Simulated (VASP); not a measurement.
# GW on AlP

Aim: the quasiparticle gap of AlP, and what it costs to get it. The cell is of the zinc-blende type, one of the forms listed for this formula. The start is a cell from a database of measured crystal structures.

Calculated with VASP 6.6.1; PBE; plane waves and PAW (P_GW, Al_GW), in the first sound run; inputs show where later runs differ.

The database entry behind the starting cell differs from later determinations by our own check (0.1 to 0.3 % short, probably kX units), so it need not match the best structure at ambient conditions.

### 1. Starting point

The structure is cubic, space group F-43m (No. 216). Conventional cell: a = 5.451 Å, b = 5.451 Å, c = 5.451 Å, α = 90.00°, β = 90.00°, γ = 90.00°. Nearest to P lie 4 Al at 2.36 Å. Nearest to Al lie 4 P at 2.36 Å. Farther neighbours are not listed.

Structure file:

```
P Al
1.0
     0.00000    2.72550    2.72550
     2.72550    0.00000    2.72550
     2.72550    2.72550    0.00000
P Al
1 1
Direct
  0.75000 0.75000 0.75000
  0.00000 0.00000 0.00000
```

### 2. Empty bands, functional PBE

ALGO = Exact makes the empty bands from the converged ground state in one step. LOPTICS writes the k-derivatives of the orbitals (WAVEDER), which give the long-wavelength limit of the screening.

Contents of INCAR:

```
SYSTEM = AlP
PREC = Accurate
ENCUT = 300
ISMEAR = 0
SIGMA = 0.01
LREAL = .FALSE.
GGA = PE
NBANDS = 128
ALGO = Exact
NELM = 1
LWAVE = .TRUE.
LCHARG = .FALSE.
LOPTICS = .TRUE.
NEDOS = 1000
CSHIFT = 0.1
```

Contents of POSCAR:

```
AlP
1.0
    0.0000000000      2.7255000000      2.7255000000
    2.7255000000      0.0000000000      2.7255000000
    2.7255000000      2.7255000000      0.0000000000
P Al
1 1
Direct
    0.7500000000      0.7500000000      0.7500000000
    0.0000000000      0.0000000000      0.0000000000
```

Contents of KPOINTS:

```
Automatic mesh
0
Gamma
6 6 6
0 0 0
```

PAW data sets: P_GW and Al_GW (PBE family, release 64).

Launch:

```
$ mpirun -np 8 vasp_std
```

Log:

```text
[banner, memory and clock lines left out]
running    8 mpi-ranks, on    1 nodes
 distrk:  each k-point on    8 cores,    1 groups
 distr:  one band on    1 cores,    8 groups

 POSCAR found type information on POSCAR P Al
 POSCAR found :  2 types and       2 ions
|                                                                             |
|           W    W    AA    RRRRR   N    N  II  N    N   GGGG   !!!           |
|           W    W   A  A   R    R  NN   N  II  NN   N  G    G  !!!           |
|           W    W  A    A  R    R  N N  N  II  N N  N  G       !!!           |
|           W WW W  AAAAAA  RRRRR   N  N N  II  N  N N  G  GGG   !            |
|           WW  WW  A    A  R   R   N   NN  II  N   NN  G    G                |
|           W    W  A    A  R    R  N    N  II  N    N   GGGG   !!!           |
|                                                                             |
|     For optimal performance we recommend to set                             |
|       NCORE = 2 up to number-of-cores-per-socket                            |
|     NCORE specifies how many cores store one orbital (NPAR=cpu/NCORE).      |
|     This setting can greatly improve the performance of VASP for DFT.       |
|     The default, NCORE=1 might be grossly inefficient on modern             |
|     multi-core architectures or massively parallel machines. Do your        |
|     Unfortunately you need to use the default for GW and RPA                |
|     calculations (for HF NCORE is supported but not extensively tested      |
|     yet).                                                                   |
|                                                                             |

 LDA part: xc-table for (Slater+PW92), standard interpolation
 found WAVECAR, reading the header
  number of bands has changed, file:    10 present:   128
  trying to continue reading WAVECAR, but it might fail
 POSCAR, INCAR and KPOINTS ok, starting setup
 FFT: planning ... GRIDC
 FFT: planning ... GRID_SOFT
 FFT: planning ... GRID
 reading WAVECAR
 random initialization beyond band           10
 the WAVECAR file was read successfully
 initial charge from wavefunction
 entering main loop
       N       E                     dE             d eps       ncg     rms          rms(c)
DIA:   1    -0.103617354334E+02   -0.10362E+02    0.00000E+00     0   0.000E+00
   1 F= -.10361735E+02 E0= -.10361735E+02  d E =-.300619E-13
 writing wavefunctions
 optical routines
 imaginary and real dielectric function
 recalculating local potential from charge density
 direction            1
 direction            2
 direction            3
```

The job ended after 8.2 s (8 MPI ranks of AMD EPYC 7R13 (Zen 3), shared host; peak memory 0.76 GiB; 56 s of CPU time).

The logs omit lines about the potential files and the build; timing stands in the text.

OUTCAR, selected parts (step 2):

```text
ion  position               nearest neighbor table
   1  0.750  0.750  0.750-   2 2.36   2 2.36   2 2.36   2 2.36
   2  0.000  0.000  0.000-   1 2.36   1 2.36   1 2.36   1 2.36

  LATTYP: Found a face centered cubic cell.
 ALAT       =     5.4510000000

 Subroutine GETGRP returns: Found 24 space group operations
 (whereof 24 operations were pure point group operations)

The static configuration has the point symmetry T_d .

 Found     16 irreducible k-points:

   k-points           NKPTS =     16   k-points in BZ     NKDIM =     16   number of bands    NBANDS=    128

   dimension x,y,z NGX =    24 NGY =   24 NGZ =   24
   dimension x,y,z NGXF=    48 NGYF=   48 NGZF=   48

   ENCUT  =  300.0 eV  22.05 Ry    4.70 a.u.   5.44  5.44  5.44*2*pi/ulx,y,z

   NELECT =       8.0000    total number of electrons

 k-points in reciprocal lattice and weights: Automatic mesh
   0.00000000  0.00000000  0.00000000       0.005
   0.16666667  0.00000000  0.00000000       0.037
   0.33333333  0.00000000  0.00000000       0.037
   0.50000000  0.00000000  0.00000000       0.019
   0.16666667  0.16666667  0.00000000       0.028
   0.33333333  0.16666667  0.00000000       0.111
   0.50000000  0.16666667  0.00000000       0.111
  -0.33333333  0.16666667  0.00000000       0.111
  -0.16666667  0.16666667  0.00000000       0.056
[...]
-0.33333333  0.33333333  0.16666667       0.111
  -0.33333333  0.50000000  0.16666667       0.056

 average (electrostatic) potential at core
       1 -74.3813       2 -53.0360

 E-fermi :   3.9573

 k-point     1 :       0.0000    0.0000    0.0000
  band No.  band energies     occupation
      1      -7.6255      2.00000
      2       3.9108      2.00000
      3       3.9108      2.00000
      4       3.9108      2.00000
      5       7.2535      0.00000
      6       8.4758      0.00000
      7       8.4758      0.00000
      8       8.4758      0.00000
      9      12.7306      0.00000
    ...

 k-point     2 :       0.1667    0.0000    0.0000
  band No.  band energies     occupation
      1      -7.3206      2.00000
      2       2.0358      2.00000
      3       3.6676      2.00000
      4       3.6676      2.00000
      5       7.5600      0.00000
      6       8.9122      0.00000
      7       8.9122      0.00000
      8       9.5988      0.00000
      9      12.0966      0.00000
    ...

 k-point     3 :       0.3333    0.0000    0.0000
  band No.  band energies     occupation
      1      -6.5261      2.00000
      2      -0.4413      2.00000
      3       3.2947      2.00000
      4       3.2947      2.00000
      5       6.9820      0.00000
      6       8.9603      0.00000
      7       8.9603      0.00000
      8      11.8716      0.00000
      9      13.0351      0.00000
    ...

  Total        0.6424458      0.6424458      0.6424458     -0.0000000      0.0000000      0.0000000
  in kB       25.4201735     25.4201735     25.4201735     -0.0000000      0.0000000      0.0000000
  external PRESSURE =      25.4201735 kB  Pullay stress =       0.0000000 kB

  energy-cutoff  :      300.00
  volume of cell :       40.49
      direct lattice vectors                 reciprocal lattice vectors
     0.000000000  2.725500000  2.725500000    -0.183452578  0.183452578  0.183452578
     2.725500000  0.000000000  2.725500000     0.183452578 -0.183452578  0.183452578
     2.725500000  2.725500000  0.000000000     0.183452578  0.183452578 -0.183452578

 POSITION                                       TOTAL-FORCE (eV/Angst)
 -----------------------------------------------------------------------------------
      4.08825      4.08825      4.08825        -0.000000      0.000000      0.000000
      0.00000      0.00000      0.00000         0.000000     -0.000000     -0.000000
 -----------------------------------------------------------------------------------
    total drift:                                0.000002      0.000002      0.000002

  FREE ENERGIE OF THE ION-ELECTRON SYSTEM (eV)
  ---------------------------------------------------
  free  energy   TOTEN  =       -10.3617354334 eV

  energy  without entropy=      -10.3617354334  energy(sigma->0) =      -10.36173543

 plasma frequency squared (from intraband transitions) (eV^2)
  --------------------------------------------------------------------------------------
       0.000      -0.000      -0.000
      -0.000       0.000      -0.000
      -0.000       0.000       0.000

[... 3 further parts left out ...]
```

The gap is read on the k-mesh alone, so it is an upper bound where the band edges lie off the mesh.

Numbers from this step:

| Property | Result |
| --- | --- |
| gap on the k-mesh | 1.570 eV |
| least direct gap on the k-mesh | 3.343 eV |

WAVECAR now holds 128 bands for 8 electrons. Its independent-particle dielectric tensor has xx, yy, zz = 9.5, 9.5, 9.5 on this mesh, which isn't tested for convergence in mesh or bands and lacks local fields.

### 3. G0W0, functional PBE, start PBE

This step: G0W0 on PBE; plane waves and PAW (P_GW, Al_GW) (VASP 6.6.1).

G0W0 keeps orbitals and screening fixed and shifts each of the lowest NBANDSGW levels once.

Contents of INCAR:

```
SYSTEM = AlP
PREC = Accurate
ENCUT = 300
ISMEAR = 0
SIGMA = 0.01
LREAL = .FALSE.
GGA = PE
NBANDS = 128
ALGO = EVGW0
NELMGW = 1
ENCUTGW = 120
NOMEGA = 64
PRECFOCK = Fast
NBANDSGW = 16
LWAVE = .FALSE.
LCHARG = .FALSE.
```

POSCAR is that of step 2.

KPOINTS is that of step 2.

Launch:

```
$ mpirun -np 8 vasp_std
```

Log:

```text
[banner, memory and clock lines left out]
running    8 mpi-ranks, on    1 nodes
 distrk:  each k-point on    8 cores,    1 groups
 distr:  one band on    1 cores,    8 groups

 POSCAR found type information on POSCAR P Al
 POSCAR found :  2 types and       2 ions
 [... a notice as in an earlier step ...]

|                                                                             |
|           W    W    AA    RRRRR   N    N  II  N    N   GGGG   !!!           |
|           W    W   A  A   R    R  NN   N  II  NN   N  G    G  !!!           |
|           W    W  A    A  R    R  N N  N  II  N N  N  G       !!!           |
|           W WW W  AAAAAA  RRRRR   N  N N  II  N  N N  G  GGG   !            |
|           WW  WW  A    A  R   R   N   NN  II  N   NN  G    G                |
|           W    W  A    A  R    R  N    N  II  N    N   GGGG   !!!           |
|                                                                             |
|     The default for ENCUTGWSOFT is different in this version of VASP.       |
|     please manually set ENCUTGWSOFT =120 in the INCAR file.                 |
|                                                                             |

 LDA part: xc-table for (Slater+PW92), standard interpolation
 found WAVECAR, reading the header
 POSCAR, INCAR and KPOINTS ok, starting setup
 FFT: planning ... GRIDC
 FFT: planning ... GRID_SOFT
 FFT: planning ... GRID
 reading WAVECAR
 the WAVECAR file was read successfully
 initial charge from wavefunction
 available memory per node:     32.50 GB, setting MAXMEM to     33275

 The Fermi energy was updated, please check that it is located mid-gap
 values below the HOMO (VB) or above the LUMO (CB) will cause erroneous energies
 E-fermi :   4.6956

 calculate exact exchange contribution
 the WAVEDER file was read successfully
energies w=
    0.000    0.000    0.451    0.000    0.901    0.000    1.349    0.000
    1.794    0.000    2.236    0.000    2.672    0.000    3.104    0.000
    3.530    0.000    3.951    0.000    4.366    0.000    4.775    0.000
    5.178    0.000    5.576    0.000    5.969    0.000    6.358    0.000
    6.742    0.000    7.123    0.000    7.501    0.000    7.877    0.000
    8.252    0.000    8.626    0.000    9.000    0.000    9.375    0.000
    9.752    0.000   10.133    0.000   10.517    0.000   10.906    0.000
   11.302    0.000   11.706    0.000   12.118    0.000   12.541    0.000
   12.977    0.000   13.426    0.000   13.892    0.000   14.376    0.000
   14.881    0.000   15.410    0.000   15.966    0.000   16.554    0.000
   17.178    0.000   17.843    0.000   18.554    0.000   19.320    0.000
   20.149    0.000   21.051    0.000   22.039    0.000   23.128    0.000
   24.336    0.000   25.688    0.000   27.212    0.000   28.948    0.000
   30.944    0.000   33.267    0.000   36.006    0.000   39.285    0.000
   43.282    0.000   48.263    0.000   54.635    0.000   63.072    0.000
   74.754    0.000   91.969    0.000  119.810    0.000  172.361    0.000
 responsefunction array rank=     136
 LDA part: xc-table for (Slater+PW92), standard interpolation

 min. memory requirement per mpi rank    148.0 MB, per node   1184.1 MB

 allocating   8 responsefunctions rank=   136
 shmem allocating  64 responsefunctions rank=   136
 response function shared by NCSHMEM nodes    1
 Doing            8  frequencies on each core in blocks of           64
NQ=   1    0.0000    0.0000    0.0000,
|.........|.........|.........|.........|.........|.........|.........|.........
 performed        279000 updates of chi_q(r,r)
 total number of BLAS operations         28.58 Gflops
NQ=   2    0.1667    0.0000    0.0000,
|.........|.........|.........|.........|.........|.........|.........|.........
 performed        837000 updates of chi_q(r,r)
 total number of BLAS operations         95.07 Gflops
NQ=   3    0.3333    0.0000    0.0000,
|.........|.........|.........|.........|.........|.........|.........|.........
 performed       1395000 updates of chi_q(r,r)
 total number of BLAS operations        156.21 Gflops
NQ=   4    0.5000    0.0000    0.0000,
|.........|.........|.........|.........|.........|.........|.........|.........
 performed       1855000 updates of chi_q(r,r)
 total number of BLAS operations        209.21 Gflops
NQ=   5    0.1667    0.1667    0.0000,
|.........|.........|.........|.........|.........|.........|.........|.........
 performed       2413000 updates of chi_q(r,r)
 total number of BLAS operations        279.00 Gflops
NQ=   6    0.3333    0.1667    0.0000,
|.........|.........|.........|.........|.........|.........|.........|.........
 performed       3323000 updates of chi_q(r,r)
 total number of BLAS operations        394.65 Gflops
NQ=   7    0.5000    0.1667    0.0000,
|.........|.........|.........|.........|.........|.........|.........|.........
 performed       4233000 updates of chi_q(r,r)
 total number of BLAS operations        504.86 Gflops
NQ=   8   -0.3333    0.1667    0.0000,
|.........|.........|.........|.........|.........|.........|.........|.........
 performed       5143000 updates of chi_q(r,r)
 total number of BLAS operations        611.52 Gflops
NQ=   9   -0.1667    0.1667    0.0000,
|.........|.........|.........|.........|.........|.........|.........|.........
 performed       5922000 updates of chi_q(r,r)
 total number of BLAS operations        712.10 Gflops
NQ=  10    0.3333    0.3333    0.0000,
|.........|.........|.........|.........|.........|.........|.........|.........
 performed       6480000 updates of chi_q(r,r)
 total number of BLAS operations        786.43 Gflops
NQ=  11    0.5000    0.3333    0.0000,
|.........|.........|.........|.........|.........|.........|.........|.........
 performed       7390000 updates of chi_q(r,r)
 total number of BLAS operations        891.33 Gflops
NQ=  12   -0.3333    0.3333    0.0000,
|.........|.........|.........|.........|.........|.........|.........|.........
 performed       8169000 updates of chi_q(r,r)
 total number of BLAS operations        984.15 Gflops
NQ=  13    0.5000    0.5000    0.0000,
|.........|.........|.........|.........|.........|.........|.........|.........
 performed       8571000 updates of chi_q(r,r)
 total number of BLAS operations       1027.50 Gflops
NQ=  14    0.5000    0.3333    0.1667,
|.........|.........|.........|.........|.........|.........|.........|.........
 performed       9604000 updates of chi_q(r,r)
 total number of BLAS operations       1150.55 Gflops
NQ=  15   -0.3333    0.3333    0.1667,
|.........|.........|.........|.........|.........|.........|.........|.........
 performed      10571000 updates of chi_q(r,r)
 total number of BLAS operations       1258.38 Gflops
NQ=  16   -0.3333    0.5000    0.1667,
|.........|.........|.........|.........|.........|.........|.........|.........
 performed      11354000 updates of chi_q(r,r)
 total number of BLAS operations       1337.01 Gflops
 resolving degeneracies of screened two electron integrals

 calculate QP shifts <psi_nk| G(iteration)W_0 |psi_nk>: iteration 1
 entering main loop
```

Run time: 3.3 min. Hardware: 8 MPI ranks; peak memory 1.6 GiB; 26 min of CPU time.

From OUTCAR (step 3):

```text
The static configuration has the point symmetry T_d .

 Found     16 irreducible k-points:

   k-points           NKPTS =     16   k-points in BZ     NKDIM =    216   number of bands    NBANDS=    128

   NELECT =       8.0000    total number of electrons

 E-fermi :   4.6956

 QP shifts <psi_nk| G(iteration)W_0 |psi_nk>: iteration 1
 for sc-GW calculations column KS-energies equals QP-energies in previous step
 and V_xc(KS)=  KS-energies - (<T + V_ion + V_H > + <T+V_H+V_ion>^1  + <V_x>^1)
 k-point   1 :       0.0000    0.0000    0.0000
  band No.  KS-energies  QP-energies   sigma(KS)   V_xc(KS)     V^pw_x(r,r')   Z            occupation Imag(sigma)
      1      -7.6255      -8.1539     -11.8793     -11.0835     -18.4377       0.6640       2.0000       1.2067
      2       3.9108       3.2886     -12.7916     -11.9720     -13.9783       0.7592       2.0000       0.0396
      3       3.9108       3.2886     -12.7916     -11.9720     -13.9783       0.7592       2.0000       0.0396
      4       3.9108       3.2886     -12.7916     -11.9720     -13.9783       0.7592       2.0000       0.0396
      5       7.2535       7.5706      -9.7409     -10.1518      -5.6520       0.7717       0.0000      -0.0599
      6       8.4758       8.8256      -9.2138      -9.6731      -4.9305       0.7616       0.0000      -0.0689
      7       8.4758       8.8256      -9.2138      -9.6731      -4.9305       0.7616       0.0000      -0.0689
      8       8.4758       8.8256      -9.2138      -9.6731      -4.9305       0.7616       0.0000      -0.0689
    ...

 k-point   2 :       0.1667    0.0000    0.0000
  band No.  KS-energies  QP-energies   sigma(KS)   V_xc(KS)     V^pw_x(r,r')   Z            occupation Imag(sigma)
      1      -7.3206      -7.8363     -11.9425     -11.1660     -18.3956       0.6642       2.0000       1.1593
      2       2.0358       1.3686     -12.0707     -11.1710     -13.8140       0.7417       2.0000       0.0548
      3       3.6676       3.0341     -12.6708     -11.8350     -13.9212       0.7580       2.0000       0.0400
      4       3.6676       3.0341     -12.6708     -11.8350     -13.9212       0.7580       2.0000       0.0400
      5       7.5600       7.8801      -9.4017      -9.8175      -5.3081       0.7700       0.0000      -0.0613
      6       8.9122       9.2656      -9.3095      -9.7765      -4.8839       0.7568       0.0000      -0.0750
      7       8.9122       9.2656      -9.3095      -9.7765      -4.8839       0.7568       0.0000      -0.0750
      8       9.5988       9.9161      -9.9607     -10.3838      -5.3992       0.7498       0.0000      -0.0856
    ...

 k-point   3 :       0.3333    0.0000    0.0000
  band No.  KS-energies  QP-energies   sigma(KS)   V_xc(KS)     V^pw_x(r,r')   Z            occupation Imag(sigma)
      1      -6.5261      -7.0230     -12.1919     -11.4561     -18.3585       0.6753       2.0000       1.0258
      2      -0.4413      -1.1457     -11.4827     -10.4809     -14.3917       0.7030       2.0000       0.1312
      3       3.2947       2.6386     -12.5706     -11.7012     -13.9612       0.7546       2.0000       0.0428
      4       3.2947       2.6386     -12.5706     -11.7012     -13.9612       0.7546       2.0000       0.0428
      5       6.9820       7.2806      -9.2912      -9.6766      -5.3660       0.7748       0.0000      -0.0571
      6       8.9603       9.2870      -9.0441      -9.4738      -4.6054       0.7604       0.0000      -0.0766
      7       8.9603       9.2870      -9.0441      -9.4738      -4.6054       0.7604       0.0000      -0.0766
      8      11.8716      12.0307      -9.3744      -9.5918      -4.0323       0.7316       0.0000      -0.1892
    ...

[... 7 parts as in an earlier step ...]

[... 5 further parts left out ...]
```

This step gave:

```
quasiparticle gap on the mesh                 : 2.285 eV
smallest direct quasiparticle gap on the mesh : 4.282 eV
gap of the starting orbitals on the mesh      : 1.570 eV
```

GW takes the gap from 1.570 to 2.285 eV. The value holds for 128 bands, ENCUTGW = 120 eV and this mesh, and isn't shown to be converged in them.

(Continued in part 2 of 5.)

[Lines on the potential files, build, host, timing and source positions are cut from VASP's logs without a mark.]

[Logs are printed without paths, hosts, clocks, repeated set-up lines and the standing remarks that a program may print on its own settings, such as how far it seeks lower states.]

[Hosts, paths, dates, database ids (printed as entryN), source tags and the programs' standing remarks are cut or masked in the printed files.]

[Pressures printed for these runs are not shown converged in the cutoff: they can be off by several GPa and have the wrong sign.]

[In band tables of VASP the shares of atoms and orbitals are scaled to a sum of 1 inside the atoms' spheres.]
